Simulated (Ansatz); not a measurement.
# Nb: from a first guess to the relaxed sc type

First guess:

```xyz
1
Lattice="2.8134 0.0000 0.0000 0.0000 2.8134 0.0000 0.0000 0.0000 2.8134" Properties=species:S:1:pos:R:3 pbc="T T T"
Nb    0.0000    0.0000    0.0000
```

Computed with Ansatz 0.2.0, DFT, PBE, PAW with Ansatz's default frozen-core files, scalar-relativistic.

Cell and atoms relax within the symmetry of the start on a 13×13×13 k mesh with 0.03 eV Fermi–Dirac smearing.

The start is built from a prototype, known or not as a phase of this compound; the cutoff is 420 eV.

Spin polarisation is left out, and whether a magnetic state lies lower isn't shown here.

(1) What is the pressure of the first guess?

(2) What does it relax to?

(3) How much energy does the relaxation release?

## Answers

(1) -11.34 GPa.

(2) a = 2.717 Å, b = 2.717 Å, c = 2.717 Å, α = 90.00°, β = 90.00°, γ = 90.00° (conventional cell), 20.05 Å³ per atom:
```xyz
1
Lattice="2.7168 0.0000 0.0000 0.0000 2.7168 0.0000 0.0000 0.0000 2.7168" Properties=species:S:1:pos:R:3 pbc="T T T"
Nb    0.0000    0.0000    0.0000
```

(3) 86 meV/atom.
